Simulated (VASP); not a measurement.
# TiO2 (Anatase) (I4_1/amd) in VASP: further runs

One crystal, TiO2 (Anatase), is run at these levels: PBE; tasks: single point.

Everything below comes from runs of VASP 6.6.1. Logs are shortened: lines on timing, memory, paths and dates and some standing lists are left out, and cuts for length are marked.

### Step 1. The crystal as given

Symmetry: I4_1/amd, No. 141, tetragonal system. The conventional cell has a = 3.784 Å, b = 3.784 Å, c = 9.515 Å, α = 90.00°, β = 90.00°, γ = 90.00°. Around Ti (site symmetry -4m2) lie 6 O at 1.93 to 1.98 Å. O (site symmetry 2mm) has 3 Ti at 1.93 to 1.98 Å as nearest neighbours.

### Step 2. Single point, PBE

INCAR

```
SYSTEM = TiO2
ADDGRID = .FALSE.
ALGO = Normal
EDIFF = 1E-7
ENCUT = 520
GGA = PE
ISIF = 2
ISMEAR = 0
LASPH = .TRUE.
LCHARG = .FALSE.
LREAL = Auto
LWAVE = .FALSE.
NELM = 100
PREC = Accurate
SIGMA = 0.05
```

KPOINTS

```
k-points
0
G
  7 7 7
  0 0 0
```

POSCAR

```
TiO2
1.0
   -1.8921000000      1.8921000000      4.7573000000
    1.8921000000     -1.8921000000      4.7573000000
    1.8921000000      1.8921000000     -4.7573000000
Ti O
2 4
Direct
    0.7500000000      0.2500000000      0.5000000000
    0.0000000000      0.0000000000      0.0000000000
    0.7919000000      0.7919000000      0.0000000000
    0.5419000000      0.0419000000      0.5000000000
    0.9581000000      0.4581000000      0.5000000000
    0.2081000000      0.2081000000      0.0000000000
```

Potentials or basis: VASP PAW PBE potentials, release 64 (Ti, O).

Launch:

```bash
cat potpaw_PBE.64/Ti/POTCAR potpaw_PBE.64/O/POTCAR > POTCAR
mpirun -np 1 vasp_std > vasp.out
```

OUTCAR:

```text
SYSTEM = TiO2
   EDIFF = 1E-7
   ENCUT = 520
   GGA = PE
   ISIF = 2
   ISMEAR = 0
   LASPH = .TRUE.
   LREAL = Auto
   NELM = 100
   PREC = Accurate

 Found     40 irreducible k-points:

 Following reciprocal coordinates:
            Coordinates               Weight
  0.000000  0.000000  0.000000      1.000000
  0.142857  0.000000  0.000000      8.000000
  0.285714  0.000000  0.000000      8.000000
  0.428571 -0.000000  0.000000      8.000000
  0.142857  0.142857  0.000000      8.000000
  0.285714  0.142857  0.000000     16.000000
   k-points           NKPTS =     40   k-points in BZ     NKDIM =     40   number of bands    NBANDS=     20
   number of dos      NEDOS =    301   number of ions     NIONS =      6
   total plane-waves  NPLWV =  74088
   dimension x,y,z NGX =    42 NGY =   42 NGZ =   42
   dimension x,y,z NGXF=    84 NGYF=   84 NGZF=   84
   ions per type =               2   4
   NGX,Y,Z   is equivalent  to a cutoff of  12.79, 12.79, 12.79 a.u.
   NGXF,Y,Z  is equivalent  to a cutoff of  25.58, 25.58, 25.58 a.u.
 SYSTEM =  TiO2
   PREC   = accura    normal or accurate (medium, high low for compatibility)
   ISTART =      0    job   : 0-new  1-cont  2-samecut
   ICHARG =      2    charge: 1-file 2-atom 10-const
   ISPIN  =      1    spin polarized calculation?
   LNONCOLLINEAR =      F non collinear calculations
   LSORBIT =      F    spin-orbit coupling
   LASPH  =      T    aspherical Exc in radial PAW
   ENCUT  =  520.0 eV  38.22 Ry    6.18 a.u.  10.15 10.15 10.15*2*pi/ulx,y,z
   NELM   =    100;   NELMIN=  2; NELMDL= -5     # of ELM steps
   EDIFF  = 0.1E-06   stopping-criterion for ELM
   LREAL  =      T    real-space projection
   EDIFFG = 0.1E-05   stopping-criterion for IOM
   NSW    =      0    number of steps for IOM
   IBRION =     -1    ionic relax: 0-MD 1-quasi-New 2-CG
   NFREE  =      0    steps in history (QN), initial steepest desc. (CG)
   ISIF   =      2    stress and relaxation
   ISYM   =      2    0-nonsym 1-usesym 2-fastsym
   POTIM  = 0.5000    time-step for ionic-motion
   TEBEG  =    0.0;   TEEND  =   0.0 temperature during run
   PSTRESS=    0.0 pullay stress
   NELECT =      32.0000    total number of electrons
   NUPDOWN=      -1.0000    fix difference up-down
   EMIN   =  10.00;   EMAX   =-10.00  energy-range for DOS
[... 5 lines left out ...]
     AMIX     =   0.40;   BMIX     =  1.00
     AMIX_MAG =   1.60;   BMIX_MAG =  1.00
  volume/ion in A,a.u.               =      11.35        76.62
  Fermi-wavevector in a.u.,A,eV,Ry     =   1.272590  2.404847 22.034444  1.619486
  Thomas-Fermi vector in A             =   2.405460
   LORBIT       =      0    0 simple, 1 ext, 2 COOP (PROOUT), +10 PAW based schemes
   GGA     = PE    functional components
   LHFCALC =     F    Hartree Fock is set to
   AEXX    =    0.0000 exact exchange contribution
   IVDW    =     0    specifies the selected vdW correction
   LEPSILON=     F    determine dielectric tensor
   LRPA    =     F    only Hartree local field effects (RPA)
 non-spin polarized calculation
 Gauss-broadening in eV      SIGMA  =   0.05
  energy-cutoff  :      520.00
  volume of cell :       68.13
 maximum number of plane-waves:      1850
 NGX is ok and might be reduce to    42
   NGX = 21   NGY = 21   NGZ = 21

 number of electron      31.9999990 magnetization

 Free energy of the ion-electron system (eV)
  ---------------------------------------------------
  ext. energy  EPLUGINS =         0.00000000
  ---------------------------------------------------
  free energy    TOTEN  =       -52.91753453 eV

  energy without entropy =      -52.91753453  energy(sigma->0) =      -52.91753453

 E-fermi :   0.9139     XC(G=0): -10.5257

 val. band max:        0.7067328439   @ k =  -0.4286   0.4286   0.0000
 cond. band min:       2.6444107213   @ k =   0.0000   0.0000   0.0000
 fundamental gap:      1.9376778774
 Fermi energy:         0.9138667827

 k-point     1 :       0.0000    0.0000    0.0000
  band No.  band energies     occupation
      1     -16.9985      2.00000
      2     -15.9508      2.00000
      3     -15.9385      2.00000
      4     -15.4722      2.00000
      5      -3.2706      2.00000
      6      -3.1543      2.00000
      7      -3.1543      2.00000
      8      -2.7441      2.00000
      9      -1.3958      2.00000
     10      -1.3958      2.00000
     11      -1.3285      2.00000
     12      -0.0520      2.00000
     13      -0.0520      2.00000
     14      -0.0520      2.00000
     15       0.2471      2.00000
     16       0.2471      2.00000
     17       2.6444      0.00000
     18       3.3575      0.00000
     19       4.4750      0.00000
     20       4.4818      0.00000

 k-point     2 :       0.1429    0.0000    0.0000
  band No.  band energies     occupation
      1     -16.9024      2.00000
      2     -15.9272      2.00000
      3     -15.8898      2.00000
      4     -15.4660      2.00000
      5      -3.4581      2.00000
      6      -3.2705      2.00000
      7      -3.1352      2.00000
      8      -2.7623      2.00000
      9      -1.5002      2.00000
     10      -1.4255      2.00000
     11      -1.2023      2.00000
     12      -0.4845      2.00000
     13      -0.2207      2.00000
     14      -0.0501      2.00000
     15       0.0037      2.00000
     16       0.2694      2.00000
     17       3.0937      0.00000
     18       3.4366      0.00000
     19       4.0279      0.00000
     20       4.2401      0.00000

 k-point     3 :       0.2857    0.0000    0.0000
  band No.  band energies     occupation
      1     -16.6813      2.00000
      2     -15.8386      2.00000
      3     -15.7999      2.00000
      4     -15.4618      2.00000
      5      -3.8816      2.00000
      6      -3.2285      2.00000
      7      -3.0846      2.00000
      8      -2.8098      2.00000
      9      -2.1222      2.00000
     10      -1.4866      2.00000
     11      -1.1497      2.00000
     12      -1.0641      2.00000
     13      -0.8049      2.00000
     14      -0.1073      2.00000
     15      -0.0944      2.00000
     16       0.1764      2.00000
     17       3.5339      0.00000
     18       3.8395      0.00000
     19       3.9215      0.00000
     20       4.1012      0.00000

 k-point     4 :       0.4286   -0.0000    0.0000
  band No.  band energies     occupation
      1     -16.5069      2.00000
      2     -15.7423      2.00000
      3     -15.6831      2.00000
      4     -15.5132      2.00000
      5      -3.9011      2.00000
      6      -3.3280      2.00000
      7      -3.0337      2.00000
      8      -3.0333      2.00000
      9      -2.6928      2.00000
     10      -1.5134      2.00000
     11      -1.3304      2.00000
     12      -1.2399      2.00000
     13      -1.2222      2.00000
     14      -0.2207      2.00000
     15      -0.1371      2.00000
     16       0.0924      2.00000
     17       3.7043      0.00000
     18       4.0332      0.00000
     19       4.0689      0.00000
     20       4.1470      0.00000

 k-point     5 :       0.1429    0.1429    0.0000
  band No.  band energies     occupation
      1     -16.7795      2.00000
      2     -15.9239      2.00000
      3     -15.8377      2.00000
      4     -15.4726      2.00000
      5      -3.5255      2.00000
      6      -3.3734      2.00000
      7      -3.2254      2.00000
      8      -2.7794      2.00000
      9      -1.7969      2.00000
     10      -1.3194      2.00000
     11      -0.9951      2.00000
     12      -0.7596      2.00000
     13      -0.5703      2.00000
     14      -0.2835      2.00000
     15       0.0382      2.00000
     16       0.3890      2.00000
     17       3.4017      0.00000
     18       3.4427      0.00000
     19       3.8670      0.00000
     20       4.1799      0.00000

 k-point     6 :       0.2857    0.1429    0.0000
  band No.  band energies     occupation
      1     -16.5374      2.00000
      2     -15.8519      2.00000
      3     -15.7443      2.00000
      4     -15.4722      2.00000
      5      -3.9058      2.00000
      6      -3.4080      2.00000
      7      -3.1222      2.00000
      8      -2.8203      2.00000
      9      -2.1898      2.00000
     10      -1.8418      2.00000
     11      -1.3790      2.00000
     12      -0.9741      2.00000
     13      -0.7642      2.00000
     14      -0.4143      2.00000
     15       0.0543      2.00000
     16       0.3251      2.00000
     17       3.4967      0.00000
     18       3.7276      0.00000
     19       3.9613      0.00000
     20       4.1741      0.00000

 [... further k-points ...]
[... 5 lines left out ...]
  --------------------------------------------------------------------------------------
  -------------------------------------------------------------------------------------
  Total        3.5517827      3.5517827      3.7422897      0.0000000      0.0000000      0.0000000
  in kB       83.5311132     83.5311132     88.0114712      0.0000000      0.0000000      0.0000000
  external PRESSURE =      85.0245659 kB  Pullay stress =       0.0000000 kB

 VOLUME and BASIS-vectors are now :
 -----------------------------------------------------------------------------
  energy-cutoff  :      520.00
  volume of cell :       68.13
      direct lattice vectors                 reciprocal lattice vectors
    -1.892100000  1.892100000  4.757300000     0.000000000  0.264256646  0.105101633
     1.892100000 -1.892100000  4.757300000     0.264256646  0.000000000  0.105101633
     1.892100000  1.892100000 -4.757300000     0.264256646  0.264256646  0.000000000

 POSITION                                       TOTAL-FORCE (eV/Angst)
 -----------------------------------------------------------------------------------
      0.00000      1.89210      2.37865         0.000000      0.000000      0.000000
      0.00000      0.00000      0.00000         0.000000      0.000000      0.000000
      0.00000      0.00000      7.53461        -0.000000     -0.000000     -0.166507
      0.00000      1.89210      0.39866         0.000000      0.000000     -0.166507
      0.00000      1.89210      4.35864        -0.000000     -0.000000      0.166507
      0.00000      0.00000      1.97999        -0.000000     -0.000000      0.166507
 -----------------------------------------------------------------------------------
    total drift:                                0.000000      0.000000      0.000000

  FREE ENERGIE OF THE ION-ELECTRON SYSTEM (eV)
  ---------------------------------------------------
  free  energy   TOTEN  =       -52.9175345285 eV

  energy  without entropy=      -52.9175345285  energy(sigma->0) =      -52.91753453
```

Wall time 2.9 min (1 thread of Intel Xeon Platinum 8488C (Sapphire Rapids), shared host); peak memory 0.27 GiB.

These settings aren't checked as converged: the numbers below hold their error.

Results:

```yaml
Free_energy: -52.9175 eV
Pressure: 8.5 GPa
Largest_force: 0.167 eV/Å
Band_gap_on_the_k_mesh: 1.94 eV, indirect (least direct gap 2.26 eV)
```

Caveat: an odd mesh through Γ misses points on the zone boundary, where band edges often lie.

### Step 3. Single point, PBE

INCAR is that of step 2.

KPOINTS is that of step 2.

POSCAR

```
TiO2
1.0
   -1.8921000000      1.8921000000      4.7573000000
    1.8921000000     -1.8921000000      4.7573000000
    1.8921000000      1.8921000000     -4.7573000000
Ti O
2 4
Direct
    0.7634100000      0.2505420000      0.5022120000
    0.0240310000     -0.0225460000     -0.0109780000
    0.8032660000      0.7916050000      0.0039110000
    0.5255800000      0.0234350000      0.4817660000
    0.9615640000      0.4693800000      0.5068500000
    0.1853180000      0.2146180000     -0.0384270000
```

Potentials or basis: VASP PAW PBE potentials, release 64 (Ti, O).

Launch:

```bash
cat potpaw_PBE.64/Ti/POTCAR potpaw_PBE.64/O/POTCAR > POTCAR
mpirun -np 1 vasp_std > vasp.out
```

OUTCAR:

```text
SYSTEM = TiO2
   EDIFF = 1E-7
   ENCUT = 520
   GGA = PE
   ISIF = 2
   ISMEAR = 0
   LASPH = .TRUE.
   LREAL = Auto
   NELM = 100
   PREC = Accurate

 Found    172 irreducible k-points:

 Following reciprocal coordinates:
            Coordinates               Weight
  0.000000  0.000000  0.000000      1.000000
  0.142857  0.000000  0.000000      2.000000
  0.000000  0.142857  0.000000      2.000000
  0.000000  0.142857 -0.142857      2.000000
  0.142857  0.000000 -0.142857      2.000000
[... 221 lines left out ...]
  -------------------------------------------------------------------------------------
  Total        5.6714249      7.9538230      1.4952503      0.1873237      0.3639964      0.4096758
  in kB      133.3810291    187.0586530     35.1654177      4.4054951      8.5604973      9.6347893
  external PRESSURE =     118.5350333 kB  Pullay stress =       0.0000000 kB

 VOLUME and BASIS-vectors are now :
 -----------------------------------------------------------------------------
  energy-cutoff  :      520.00
  volume of cell :       68.13
      direct lattice vectors                 reciprocal lattice vectors
    -1.892100000  1.892100000  4.757300000     0.000000000  0.264256646  0.105101633
     1.892100000 -1.892100000  4.757300000     0.264256646  0.000000000  0.105101633
     1.892100000  1.892100000 -4.757300000     0.264256646  0.264256646  0.000000000

 POSITION                                       TOTAL-FORCE (eV/Angst)
 -----------------------------------------------------------------------------------
     -0.02016      1.92063      2.43450         0.092498     -1.697105      0.030450
      3.67530      0.06736      0.05929         1.318690     -0.987628     -0.406352
     -0.01466      0.02946      7.56867         0.151816     -0.552031     -0.026647
     -0.03856      1.86166      0.31992         0.272240      0.591481      1.248590
      0.02775      1.89027      4.39619        -1.814610     -0.238828      0.142402
      1.87483      1.76395     -2.67188        -0.020635      2.884112     -0.988443
 -----------------------------------------------------------------------------------
    total drift:                               -0.002807      0.000825      0.000110

  FREE ENERGIE OF THE ION-ELECTRON SYSTEM (eV)
  ---------------------------------------------------
  free  energy   TOTEN  =       -52.5019614965 eV

  energy  without entropy=      -52.5019614965  energy(sigma->0) =      -52.50196150
```

OSZICAR:

```text
N       E                     dE             d eps       ncg     rms          rms(c)
DAV:   1     0.389168760287E+03    0.38917E+03   -0.14454E+04  6880   0.157E+03
DAV:   2     0.354005331676E+01   -0.38563E+03   -0.37420E+03  9224   0.367E+02
DAV:   3    -0.669895523313E+02   -0.70530E+02   -0.69422E+02  8856   0.189E+02
[... 11 lines left out ...]
DAV:  15    -0.525019632425E+02   -0.45928E-06   -0.62828E-05  9712   0.581E-02    0.123E-02
DAV:  16    -0.525019614077E+02    0.18348E-05   -0.64177E-06  9500   0.221E-02    0.452E-03
DAV:  17    -0.525019613300E+02    0.77744E-07   -0.24832E-06 10784   0.119E-02    0.937E-04
DAV:  18    -0.525019614565E+02   -0.12649E-06   -0.13065E-07  4304   0.365E-03    0.153E-03
DAV:  19    -0.525019614965E+02   -0.39977E-07   -0.11301E-07  4000   0.361E-03
   1 F= -.52501961E+02 E0= -.52501961E+02  d E =-.894753E-11
```

stdout:

```text
POSCAR found type information on POSCAR TiO
 POSCAR found :  2 types and       6 ions
 scaLAPACK will be used
 -----------------------------------------------------------------------------
|                                                                             |
|                                                                             |
|     You have a (more or less) 'small supercell' and for smaller cells       |
|     it is recommended to use the reciprocal-space projection scheme!        |
|     The real-space optimization is not efficient for small cells and it     |
|     is also less accurate ...                                               |
|     Therefore, set LREAL=.FALSE. in the INCAR file.                         |
|                                                                             |
 -----------------------------------------------------------------------------

 LDA part: xc-table for (Slater+PW92), standard interpolation
 POSCAR, INCAR and KPOINTS ok, starting setup
 FFT: planning ... GRIDC
 FFT: planning ... GRID_SOFT
 FFT: planning ... GRID
 WAVECAR not read
 entering main loop
```

Run time: 14 min. Hardware: 1 thread of Intel Xeon Platinum 8488C (Sapphire Rapids), shared host; peak memory 0.34 GiB.

The run converged, but some of its settings lie outside the range that counts as converged, so its numbers aren't taken as properties of the crystal.

Results:

```yaml
Free_energy: -52.5020 eV
Pressure: 11.9 GPa
Largest_force: 3.049 eV/Å
Band_gap_on_the_k_mesh: 2.19 eV, indirect (least direct gap 2.63 eV)
```

Caveat: an odd mesh through Γ misses points on the zone boundary, where band edges often lie.

### Step 4. The reference run

An earlier run on the cell as given: functional PBEsol; potentials or basis VASP PAW PBE potentials, release 64 (Ti_sv, O); cutoff 520 eV; k mesh 10 × 10 × 10; occupations fermi-dirac, width 0.05 eV; no spin polarisation.

- Pressure: -0.4 GPa
- Largest force: 0.012 eV/Å
- Band gap on the k mesh: 2.06 eV, indirect (least direct gap 2.40 eV)
